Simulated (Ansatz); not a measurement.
# Cr (Im-3m) in Ansatz: further runs

Runs on Cr. Level: PBEsol. Tasks: single point.

Everything below comes from runs of Ansatz 0.2.0. Logs are shortened: lines on timing, memory, paths and dates and some standing lists are left out, and cuts for length are marked.

**1. The structure**

The structure is cubic, space group Im-3m (No. 229). Conventional cell: a = 2.969 Å, b = 2.969 Å, c = 2.969 Å, α = 90.00°, β = 90.00°, γ = 90.00°. Cr (site symmetry m-3m) is surrounded by 8 Cr at 2.57 Å.

**2. Single point, PBEsol**

Contents of input.yaml:

```yaml
crystal:
  lattice:
    - [-1.4844496776, 1.4844496776, 1.4844496776]
    - [1.4844496776, -1.4844496776, 1.4844496776]
    - [1.4844496776, 1.4844496776, -1.4844496776]
  atoms:
    - { symbol: Cr, position: [0.0, 0.0, 0.0] }
hamiltonian:
  xc: pbesol
  pseudopotentials: { kind: paw }
kpoints:
  mp_grid: { grid: [12, 12, 12] }
scf:
  occupations: { method: fermi_dirac, width: 0.05 }
output:
  forces: true
  stress: true
  eigenvalues: true
  write_density: true
  write_potential: true
  elf: true
  volumetric_format: npy
```

Potentials or basis: Ansatz PAW.

Run with:

```bash
$ ansatz run input.yaml --threads 2 --pin off --max-ram 5632MiB --backend cpu --events-out ev --progress --plain --runs-dir out
```

What it wrote:

```text
Warning: RAYON_NUM_THREADS=2 ignored (pool sized by the plan → 2); use --threads N
Engine: ansatz 0.2.0, aarch64-unknown-linux-gnu
Pseudopotentials: kind: paw
Pseudopotential: Cr, paw, valence charge 14, recommended cutoff 420 eV (normal), Cr.paw.azcp
Functional definition: PBEsol
  exchange = pbesol_x
  correlation = pbesol_c
Crystal: 1 atoms, lattice volume = 13.084 Å³
Basis set: ecut = 420 eV, 249 PW (Γ), exchange–correlation on 36×36×36 points (8 copies of the dense FFT grid, shifted against one another)
Bands: 11, of which v1, the nominal top of the filled ones, is band 7 counted from 1 (6 counted from 0)
Symmetry: 48 space group operations
Space group: Im-3m (ITA 229), of the structure as read, at distance tolerance 2.4e-5 Å
k-points: 72 of 1728
Non-local potential: Cr, projectors of the file, l = 0: 3, l = 1: 2, l = 2: 3, l = 3: 1
PAW form: soft (Blöchl's): semilocal exchange-correlation on the pseudo side does not see the compensation charge
PAW frozen core: Cr, regenerated for the run's functional, and the local potential with it (the file was generated under x = pbe(κ = 0.804, μ = 0.2195149727645171), c = pbe(β = 0.06672455060314922))
PAW one-centre angular grid: Cr, 590 points (default); XC on 64 Gauss nodes
Initial density: superposition of atomic densities (neutral atoms: chi_scale 0, normalization atom), corrected by the library's trained network
Initial wavefunctions: pseudopotential atomic-orbital guess
Functional: x = pbesol(κ = 0.804, μ = 0.12345679012345678), c = pbesol(β = 0.046)
SCF iter   1: F=—  HF=-3348.976205 eV  |F-HF|=—  |Δ(HF+E_count)|=         —  Δρ=1.26e-2  dr2=1.41e-2  ethr=1.77e-3  ⟨swp⟩=3.7  Hψ=3821  notcnv=0
preconditioner: auto → none  [metal: Δε(μ)=0.099 eV  Ē_g=6.551 eV  σ=0.050 eV  W_gap=0.40  n_scr=0 (ndim 8)  ℏωp=25.1 eV  f_vac=0.000  D(μ)=0.82/eV (n_scr^D=12)]
SCF iter   2: F=—  HF=-3348.972792 eV  |F-HF|=—  |Δ(HF+E_count)|=   3.41e-3  Δρ=1.89e-3  dr2=1.94e-4  ethr=1.01e-4  ⟨swp⟩=2.0  Hψ=1639  notcnv=0  defer=2
SCF iter   3: F=—  HF=-3348.972853 eV  |F-HF|=—  |Δ(HF+E_count)|=   6.08e-5  Δρ=5.19e-4  dr2=7.06e-6  ethr=1.39e-6  ⟨swp⟩=2.5  Hψ=1157  notcnv=0  defer=3
SCF iter   4: F=—  HF=-3348.972871 eV  |F-HF|=—  |Δ(HF+E_count)|=   1.82e-5  Δρ=1.23e-5  dr2=4.36e-9  ethr=5.04e-8  ⟨swp⟩=2.0  Hψ=1246  notcnv=0  defer=3
iter 5 did not close the SCF: its close was put off for the readings that it lacked (scf_convergence_deferred on its scf_iter line)
SCF iter   5: F=-3348.972871 eV  HF=-3348.972871 eV  |F-HF|=4.55e-13  |Δ(HF+E_count)|=  5.66e-10  Δρ=1.69e-6  dr2=1.12e-10  ethr=3.11e-11  ⟨swp⟩=1.3  Hψ=907  notcnv=0  defer=3
SCF iter   6: F=-3348.972871 eV  HF=-3348.972871 eV  |F-HF|=1.82e-12  |Δ(HF+E_count)|=  1.96e-11  Δρ=1.99e-7  dr2=2.60e-12  ethr=1.00e-12  ⟨swp⟩=3.1  Hψ=3071  notcnv=0
SCF 1 converged in 6 iterations: F = -3348.972871 eV  dr2 = 2.60e-12
SCF converged after 6 iterations
Free energy (F): -3348.972871 eV
Harris-Foulkes:  -3348.972871 eV  (|F-HF|=1.82e-12)
Internal energy: -3348.966565 eV  (E = F + TS)
E sigma→0 (E₀):  -3348.969718 eV
Entropy (-TS):   -0.006306 eV (-6.306 meV/atom)
Fermi energy:    16.593966 eV
--- Per-component energies (eV) ---
  E_band       = -180.795706
  E_kinetic    = 340.027162
  E_local      = -1282.790633  (includes V_loc(G=0)·N_el)
  E_nonlocal   = 79.107552
  E_hartree    = 548.325368
  E_xc         = -137.907494
  E_vxc        = -176.630832  (∫ρ·V_xc dr)
  E_paw        = -1166.103066  (= ΣΔE_a)
  E_vpaw       = -237.159922  (= ΣTr[D̂ρ^β])
  E_aug_tail   = 0.000299  (compensation charges beyond the density's cutoff)
  E_ewald      = -1729.785753
  E_core_change = 0.160000  (= ΣΔE_core)
  E_smearing   = -0.006306  (= −TS)
  E_closure    = 0.000000  (closes the sum)
  Σ components = -3348.972871   (vs F -3348.972871, Δ=0.00e0)
--- Forces (eV/Å), atoms counted from 1 ---
  atom   1  Cr    -0.00000000     0.00000000     0.00000000
  max |Σ_I F_I| component: 7.19e-32 eV/Å
--- Stress (GPa, compression-positive) ---
      -32.211355       0.000000       0.000000
        0.000000     -32.211355       0.000000
       -0.000000       0.000000     -32.211355
  P = ⅓ Tr σ = -32.2114 GPa (-322.114 kbar)
--- Band table (eV; the first three rows and the last of 72) ---
  k-point 0: bands = ["-54.9692", "-26.0335", "-26.0335", "-26.0335", "9.1902", "15.8859", "15.8859", "15.8859", "17.6112", "17.6112", "37.9229"]
  k-point 1: bands = ["-54.9607", "-26.0767", "-26.0472", "-26.0337", "9.4625", "15.7886", "15.8674", "16.0612", "17.5097", "17.6188", "37.0267"]
  k-point 2: bands = ["-54.9374", "-26.1938", "-26.0846", "-26.0341", "10.2341", "15.5308", "15.7593", "16.5602", "17.3455", "17.6467", "34.7993"]
  k-point 71: bands = ["-54.7501", "-26.4712", "-26.4712", "-26.4712", "12.9920", "12.9920", "18.7398", "18.7398", "18.7398", "26.1134", "26.1134"]
```

Wall time 0.57 s (2 threads of Arm Neoverse V2, shared host); peak memory 0.27 GiB.

What came out:

* Free energy: -3348.9729 eV
* Pressure: -32.2 GPa
* Band gap on the k mesh: none (metal or under the smearing width)

Caveat: a pressure of tens of GPa on the cell as given is suspect, and the run, the potentials or the cell itself is likely at fault; the run has no spin polarisation, though such a crystal can be magnetic; the PAW data sets come from PBE, with cores solved anew for the run's functional, which leaves a small shift of forces and pressure.

**3. Single point, PBEsol, collinear spin, ferromagnetic start**

Changes to input.yaml since step 2:

```diff
@@ -6,3 +6,3 @@
   atoms:
-    - { symbol: Cr, position: [0.0, 0.0, 0.0] }
+    - { symbol: Cr, position: [0.0, 0.0, 0.0], spin: 3.0 }
 hamiltonian:
@@ -10,2 +10,4 @@
   pseudopotentials: { kind: paw }
+magnetization:
+  spin_polarized: true
 kpoints:
@@ -18,5 +20 @@
   eigenvalues: true
-  write_density: true
-  write_potential: true
-  elf: true
-  volumetric_format: npy
```

Potentials or basis: Ansatz PAW.

Run with:

```bash
$ ansatz run input.yaml --threads 2 --pin off --max-ram 5632MiB --backend cpu --events-out ev --progress --plain --runs-dir out
```

Wall time 1.2 s (2 threads of Arm Neoverse V2, shared host); peak memory 0.28 GiB.

The run converged. Its results:

- Free energy: -3348.9729 eV
- Pressure: -32.2 GPa
- Band gap on the k mesh: none (metal or under the smearing width)
- Net moment: 0.00 μB per cell
- Absolute moment: 0.00 μB per cell

Levels at points of the mesh, in eV from the Fermi level:
Spin up:
```csv
k point,band 5,band 6,band 7,band 8,band 9,band 10
"(0.00, 0.00, 0.00)",-7.40,-0.71,-0.71,-0.71,1.02,1.02
"(0.00, 0.00, -0.50)",-3.84,-2.02,0.86,1.01,1.29,2.47
"(-0.50, -0.50, -0.50)",-3.60,-3.60,2.15,2.15,2.15,9.52
```
Spin down:
```
              k point  band 4  band 5  band 6  band 7  band 8  band 9  band 10  band 11
   (0.00, 0.00, 0.00)  -42.63   -7.40   -0.71   -0.71   -0.71    1.02     1.02    21.33
  (0.00, 0.00, -0.50)  -42.63   -3.84   -2.02    0.86    1.01    1.29     2.47     8.55
(-0.50, -0.50, -0.50)  -43.07   -3.60   -3.60    2.15    2.15    2.15     9.52     9.52
```

Caveat: the starting moments collapsed, and a magnetic state may lie lower; a pressure of tens of GPa on the cell as given is suspect, and the run, the potentials or the cell itself is likely at fault; the PAW data sets come from PBE, with cores solved anew for the run's functional, which leaves a small shift of forces and pressure; the starting moments weren't kept.
